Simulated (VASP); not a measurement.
# SiC (Fm-3m) in VASP: notebook

The runs below take SiC through single point, relaxation of cell and atoms, with PBE.

All numbers are computed with VASP 6.6.1; they aren't measurements. Logs are shortened: lines on timing, memory, paths and dates and some standing lists are left out, and cuts for length are marked.

## 1. The structure

The structure is cubic, space group Fm-3m (No. 225). Conventional cell: a = 4.057 Å, b = 4.057 Å, c = 4.057 Å, α = 90.00°, β = 90.00°, γ = 90.00°. Si (site symmetry m-3m) has 6 C at 2.03 Å as nearest neighbours. C (site symmetry m-3m) has 6 Si at 2.03 Å as nearest neighbours.

The cell was built by a generator and needn't be a form met in nature.

## 2. Single point, PBE

INCAR

```
SYSTEM = SiC
PREC = Accurate ; ENCUT = 520
EDIFF = 1E-7 ; ISMEAR = 0
SIGMA = 0.1 ; LREAL = .FALSE.
LASPH = .TRUE. ; NELM = 100
ALGO = Normal ; ISIF = 2
LWAVE = .FALSE. ; LCHARG = .TRUE.
GGA = PE ; LELF = .TRUE.
LVHAR = .TRUE. ; NBANDS = 11
```

KPOINTS

```
Automatic mesh
0
G
  18 18 18
  0 0 0
```

POSCAR

```
SiC
1.0
    0.0000000000      2.0286567181      2.0286567181
    2.0286567181      0.0000000000      2.0286567181
    2.0286567181      2.0286567181      0.0000000000
Si C
1 1
Direct
    0.0000000000      0.0000000000      0.0000000000
    0.5000000000      0.5000000000      0.5000000000
```

Potentials or basis: VASP PAW PBE potentials, release 64 (Si, C).

Launch:

```
> cat potpaw_PBE.64/Si/POTCAR potpaw_PBE.64/C/POTCAR > POTCAR
> mpirun -np 1 vasp_std > vasp.out
```

OUTCAR:

```text
SYSTEM = SiC
   PREC = Accurate
   ENCUT = 520
   EDIFF = 1E-7
   ISMEAR = 0
   LREAL = .FALSE.
   LASPH = .TRUE.
   NELM = 100
   ISIF = 2
   GGA = PE

 ion  position               nearest neighbor table
   1  0.000  0.000  0.000-   2 2.03   2 2.03   2 2.03   2 2.03   2 2.03   2 2.03
   2  0.500  0.500  0.500-   1 2.03   1 2.03   1 2.03   1 2.03   1 2.03   1 2.03

  LATTYP: Found a face centered cubic cell.
 ALAT       =     4.0573134362

  Lattice vectors:

 A1 = (   0.0000000000,   2.0286567181,   2.0286567181)
 A2 = (   2.0286567181,   0.0000000000,   2.0286567181)
 A3 = (   2.0286567181,   2.0286567181,   0.0000000000)

Analysis of symmetry for initial positions (statically):
=====================================================================
 Subroutine PRICEL returns:
 Original cell was already a primitive cell.

 Routine SETGRP: Setting up the symmetry group for a
 face centered cubic supercell.

 Subroutine GETGRP returns: Found 48 space group operations
 (whereof 48 operations were pure point group operations)
 out of a pool of 48 trial point group operations.

The static configuration has the point symmetry O_h .

Analysis of symmetry for dynamics (positions and initial velocities):
=====================================================================
 Subroutine PRICEL returns:
 Original cell was already a primitive cell.

 Routine SETGRP: Setting up the symmetry group for a
 face centered cubic supercell.

 Subroutine GETGRP returns: Found 48 space group operations
 (whereof 48 operations were pure point group operations)
 out of a pool of 48 trial point group operations.

The dynamic configuration has the point symmetry O_h .

 Subroutine INISYM returns: Found 48 space group operations
 (whereof 48 operations are pure point group operations),
 and found     1 'primitive' translations

----------------------------------------------------------------------------------------

                                     Primitive cell

  volume of cell :      16.6977

  direct lattice vectors                    reciprocal lattice vectors
     0.000000000  2.028656718  2.028656718    -0.246468511  0.246468511  0.246468511
     2.028656718  0.000000000  2.028656718     0.246468511 -0.246468511  0.246468511
     2.028656718  2.028656718  0.000000000     0.246468511  0.246468511 -0.246468511

  length of vectors
     2.868953844  2.868953844  2.868953844     0.426895983  0.426895983  0.426895983

  position of ions in fractional coordinates (direct lattice)
     0.000000000  0.000000000  0.000000000
     0.500000000  0.500000000  0.500000000

  ion indices of the primitive-cell ions
   primitive index   ion index
[... 87 lines left out ...]
   EMIN   =  10.00;   EMAX   =-10.00  energy-range for DOS
   EFERMI =   0.00;   METHOD = LEGACY
   ISMEAR =     0;   SIGMA  =   0.10  broadening in eV -4-tet -1-fermi 0-gaus
   EFERMI_NEDOS =   21; number of points for ismear=-14 and -15
   IALGO  =     38    algorithm
   IMIX   =      4    mixing-type and parameters
     AMIX     =   0.40;   BMIX     =  1.00
     AMIX_MAG =   1.60;   BMIX_MAG =  1.00
  volume/ion in A,a.u.               =       8.35        56.34
  Fermi-wavevector in a.u.,A,eV,Ry     =   1.281011  2.420760 22.327021  1.640990
  Thomas-Fermi vector in A             =   2.413406
   LORBIT       =      0    0 simple, 1 ext, 2 COOP (PROOUT), +10 PAW based schemes
   GGA     = PE    functional components
   LHFCALC =     F    Hartree Fock is set to
   AEXX    =    0.0000 exact exchange contribution
   IVDW    =     0    specifies the selected vdW correction
   LEPSILON=     F    determine dielectric tensor
   LRPA    =     F    only Hartree local field effects (RPA)
 non-spin polarized calculation
 Gauss-broadening in eV      SIGMA  =   0.10
  energy-cutoff  :      520.00
  volume of cell :       16.70
 maximum number of plane-waves:       464
 NGX is ok and might be reduce to    24
   NGX = 11   NGY = 11   NGZ = 11

 number of electron       8.0000000 magnetization

 Free energy of the ion-electron system (eV)
  ---------------------------------------------------
  ext. energy  EPLUGINS =         0.00000000
  ---------------------------------------------------
  free energy    TOTEN  =       -13.57614887 eV

  energy without entropy =      -13.57464766  energy(sigma->0) =      -13.57539827

 E-fermi :  12.2271     XC(G=0): -12.6686

 val. band max:       12.2213772410   @ k =  -0.4444   0.4444   0.0000
 cond. band min:      12.2561101219   @ k =   0.0556   0.0000   0.0000
 fundamental gap:      0.0347328809
 Fermi energy:        12.2271205394

 k-point     1 :       0.0000    0.0000    0.0000
  band No.  band energies     occupation
      1      -6.0915      2.00000
      2      12.3033      0.28158
      3      12.3033      0.28158
      4      12.3033      0.28158
      5      19.6600      0.00000
      6      21.2440      0.00000
      7      21.2440      0.00000
      8      21.2440      0.00000
      9      24.9344      0.00000
     10      24.9344      0.00000
     11      24.9344      0.00000
[... 309 lines left out ...]
 k-point    24 :      -0.2222    0.0556    0.0000
  band No.  band energies     occupation
      1      -4.6331      2.00000
      2       7.1602      2.00000
      3      10.9534      2.00000
      4      12.0482      1.98860
      5      19.1751      0.00000
      6      19.2679      0.00000
      7      19.8520      0.00000
      8      22.5764      0.00000
      9      23.7766      0.00000
     10      24.4438      0.00000
     11      25.9119      0.00000

 [... further k-points ...]

------------------------ aborting loop because EDIFF is reached ----------------------------------------

  FORCE on cell =-STRESS in cart. coord.  units (eV):
  Direction    XX          YY          ZZ          XY          YZ          ZX
  --------------------------------------------------------------------------------------
  -------------------------------------------------------------------------------------
  Total        0.0175319      0.0175319      0.0175319      0.0000000      0.0000000     -0.0000000
  in kB        1.6822254      1.6822254      1.6822254      0.0000000      0.0000000     -0.0000000
  external PRESSURE =       1.6822254 kB  Pullay stress =       0.0000000 kB

 VOLUME and BASIS-vectors are now :
 -----------------------------------------------------------------------------
  energy-cutoff  :      520.00
  volume of cell :       16.70
      direct lattice vectors                 reciprocal lattice vectors
     0.000000000  2.028656718  2.028656718    -0.246468511  0.246468511  0.246468511
     2.028656718  0.000000000  2.028656718     0.246468511 -0.246468511  0.246468511
     2.028656718  2.028656718  0.000000000     0.246468511  0.246468511 -0.246468511

 POSITION                                       TOTAL-FORCE (eV/Angst)
 -----------------------------------------------------------------------------------
      0.00000      0.00000      0.00000         0.000000      0.000000      0.000000
      2.02866      2.02866      2.02866        -0.000000     -0.000000     -0.000000
 -----------------------------------------------------------------------------------
    total drift:                               -0.000000     -0.000000      0.000000

  FREE ENERGIE OF THE ION-ELECTRON SYSTEM (eV)
  ---------------------------------------------------
  free  energy   TOTEN  =       -13.5761488734 eV

  energy  without entropy=      -13.5746476634  energy(sigma->0) =      -13.57539827
```

It took 16 s on 1 thread of Intel Xeon Platinum 8375C at 2.90GHz (Ice Lake), shared host; peak memory 0.16 GiB.

What came out:

| Property | Result |
| --- | --- |
| Free energy | -13.5761 eV |
| Pressure | 0.2 GPa |
| Band gap on the k mesh | none (metal or under the smearing width) |

## 3. Relaxation of cell and atoms, PBE

INCAR

```
PREC     = Accurate       # precision mode
ENCUT    = 600            # plane-wave cutoff, eV
EDIFF    = 1E-6           # SCF threshold, eV
ISMEAR   = 0              # smearing method
SIGMA    = 0.1            # smearing width, eV
LREAL    = False          # projectors in reciprocal space
LASPH    = True           # aspherical terms in the spheres
NELM     = 80             # most SCF steps
ALGO     = Fast           # electronic algorithm
ISIF     = 3              # what is computed and relaxed
LWAVE    = False          # write WAVECAR
LCHARG   = False          # write CHGCAR
GGA      = PE             # functional
IBRION   = 2              # ionic algorithm
NSW      = 100            # ionic steps
EDIFFG   = -0.005         # ionic threshold
```

KPOINTS

```
regular mesh
0
Gamma
  18 18 18
```

POSCAR

```
SiC
1.0
    0.0000000000      2.0292951385      2.0292951385
    2.0292951385      0.0000000000      2.0292951385
    2.0292951385      2.0292951385      0.0000000000
Si C
1 1
Direct
    0.0000000000      0.0000000000      0.0000000000
    0.5000000000      0.5000000000      0.5000000000
```

Potentials or basis: VASP PAW PBE potentials, release 64 (Si, C).

Launch:

```
> cat potpaw_PBE.64/Si/POTCAR potpaw_PBE.64/C/POTCAR > POTCAR
> mpirun -np 1 vasp_std > vasp.out
```

OUTCAR:

```text
PREC = Accurate
   ENCUT = 600
   EDIFF = 1E-6
   ISMEAR = 0
   LREAL = False
   LASPH = True
   NELM = 80
   ISIF = 3
   GGA = PE
   IBRION = 2
   NSW = 100
   EDIFFG = -0.005

 ion  position               nearest neighbor table
   1  0.000  0.000  0.000-   2 2.03   2 2.03   2 2.03   2 2.03   2 2.03   2 2.03
   2  0.500  0.500  0.500-   1 2.03   1 2.03   1 2.03   1 2.03   1 2.03   1 2.03

  LATTYP: Found a face centered cubic cell.
 ALAT       =     4.0585902770

  Lattice vectors:

 A1 = (   0.0000000000,   2.0292951385,   2.0292951385)
 A2 = (   2.0292951385,   0.0000000000,   2.0292951385)
 A3 = (   2.0292951385,   2.0292951385,   0.0000000000)

Analysis of symmetry for initial positions (statically):
=====================================================================
 Subroutine PRICEL returns:
 Original cell was already a primitive cell.

 Routine SETGRP: Setting up the symmetry group for a
 face centered cubic supercell.

 Subroutine GETGRP returns: Found 48 space group operations
 (whereof 48 operations were pure point group operations)
 out of a pool of 48 trial point group operations.

The static configuration has the point symmetry O_h .

Analysis of symmetry for dynamics (positions and initial velocities):
[... 232 lines left out ...]
--------------------------------------- Ionic step        3  -------------------------------------------

 number of electron       8.0000000 magnetization

 Free energy of the ion-electron system (eV)
  ---------------------------------------------------
  ext. energy  EPLUGINS =         0.00000000
  ---------------------------------------------------
  free energy    TOTEN  =       -13.57755398 eV

  energy without entropy =      -13.57605302  energy(sigma->0) =      -13.57680350

 E-fermi :  12.2269     XC(G=0): -12.6686

 val. band max:       12.2213307605   @ k =  -0.4444   0.4444   0.0000
 cond. band min:      12.2559771721   @ k =   0.0556   0.0000   0.0000
 fundamental gap:      0.0346464116
 Fermi energy:        12.2269257734

 k-point     1 :       0.0000    0.0000    0.0000
  band No.  band energies     occupation
      1      -6.0918      2.00000
      2      12.3031      0.28114
      3      12.3031      0.28114
      4      12.3031      0.28114
      5      19.6597      0.00000
      6      21.2444      0.00000
      7      21.2444      0.00000
      8      21.2444      0.00000
[... 243 lines left out ...]
 k-point    24 :      -0.2222    0.0556    0.0000
  band No.  band energies     occupation
      1      -4.6333      2.00000
      2       7.1598      2.00000
      3      10.9532      2.00000
      4      12.0480      1.98863
      5      19.1751      0.00000
      6      19.2682      0.00000
      7      19.8521      0.00000
      8      22.5759      0.00000

 [... further k-points ...]

------------------------ aborting loop because EDIFF is reached ----------------------------------------

  FORCE on cell =-STRESS in cart. coord.  units (eV):
  Direction    XX          YY          ZZ          XY          YZ          ZX
  --------------------------------------------------------------------------------------
  -------------------------------------------------------------------------------------
  Total        0.0012323      0.0012323      0.0012323      0.0000000      0.0000000     -0.0000000
  in kB        0.1182456      0.1182456      0.1182456      0.0000000      0.0000000     -0.0000000
  external PRESSURE =       0.1182456 kB  Pullay stress =       0.0000000 kB
[... 17 lines left out ...]
  FREE ENERGIE OF THE ION-ELECTRON SYSTEM (eV)
  ---------------------------------------------------
  free  energy   TOTEN  =       -13.5775539815 eV

  energy  without entropy=      -13.5760530199  energy(sigma->0) =      -13.57680350

 reached required accuracy - stopping structural energy minimisation
```

It took 20 s on 1 thread of Intel Xeon Platinum 8375C at 2.90GHz (Ice Lake), shared host; peak memory 0.16 GiB.

What came out:

* Free energy: -13.5776 eV
* Relaxed volume: 8.35 Å³/atom
* Relaxed cell: a = 2.869 Å, b = 2.869 Å, c = 2.869 Å, α = 60.00°, β = 60.00°, γ = 60.00°
* Space group after relaxing (to 0.05 Å): Fm-3m (No. 225)
* Energy gained by relaxing: 0.0 meV/atom
* Ionic steps: 3
* Pressure after relaxing: 0.0 GPa
* Band gap on the k mesh: none (metal or under the smearing width)

Final structure:
```xyz
2
Lattice="0.0000 2.0286 2.0286 2.0286 0.0000 2.0286 2.0286 2.0286 0.0000" Properties=species:S:1:pos:R:3 pbc="T T T"
Si    0.0000    0.0000    0.0000
C     2.0286    2.0286    2.0286
```
